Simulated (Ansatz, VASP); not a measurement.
**Al: VASP beside Ansatz**

File INCAR:

```
  PREC = Accurate
  ENCUT = 520
  EDIFF = 1E-6
  ISMEAR = 0
  SIGMA = 0.15
  LREAL = False
  LASPH = True
  NELM = 60
  ALGO = Fast
  ISIF = 2
  LWAVE = False
  LCHARG = False
  GGA = PE
  IVDW = 12
  NBANDS = 10
```

The input KPOINTS:

```
Automatic mesh
0
Gamma
  18 18 10
```

File POSCAR:

```
Al
1.0
    2.8124553515      0.0000000000      0.0000000000
   -1.4062276757      2.4356577814      0.0000000000
    0.0000000000      0.0000000000      4.8668500000
Al
2
Direct
    0.7898366794      0.5796733588      0.7500000000
    0.3333333333      0.6666666667      0.2500000000
```

Input for Ansatz:

```yaml
crystal:
  lattice:
    - [2.8124553515, 0.0, 0.0]
    - [-1.4062276757, 2.4356577814, 0.0]
    - [0.0, 0.0, 4.86685]
  atoms:
    - { symbol: Al, position: [0.7898366794, 0.5796733588, 0.75] }
    - { symbol: Al, position: [0.3333333333, 0.6666666667, 0.25] }
basis:
  ecutwfc: 420
kpoints:
  mp_grid: { grid: [18, 18, 10] }
hamiltonian:
  xc: pbe
  dispersion: d3bj
scf:
  occupations: { method: gaussian, width: 0.15 }
output:
  forces: true
  stress: true
  eigenvalues: true
```

Alike in both runs: task single point; functional PBE; dispersion D3(BJ); k mesh 18 × 18 × 10; occupations gaussian, width 0.15 eV; no spin polarisation.

|  | VASP | Ansatz |
| --- | --- | --- |
| version | VASP 6.6.1 | Ansatz 0.2.0 |
| potentials or method | VASP PAW PBE potentials, release 64 (Al) | scalar-relativistic, plane waves, PAW |
| plane-wave cutoff (eV) | 520 | 420 |
| valence electrons in the cell | 6 | 6 |

Ansatz gave:

* gap on the k mesh at the Fermi level (eV): none
* pressure (GPa): -2.1
* largest component of the traceless stress (GPa): 0.29
* rms of the force components (eV/Å): 0.057

Q: Which values does VASP return?

A: gap on the k mesh at the Fermi level (eV): none; pressure (GPa): -2.1; largest component of the traceless stress (GPa): 0.31; rms of the force components (eV/Å): 0.056.

Atom by atom the forces differ by 0.000 eV/Å (rms over components). A gap of «none» marks a metal or a gap that the smearing closes.

Caveats: pairwise dispersion overbinds metals, which lowers pressure and volume.
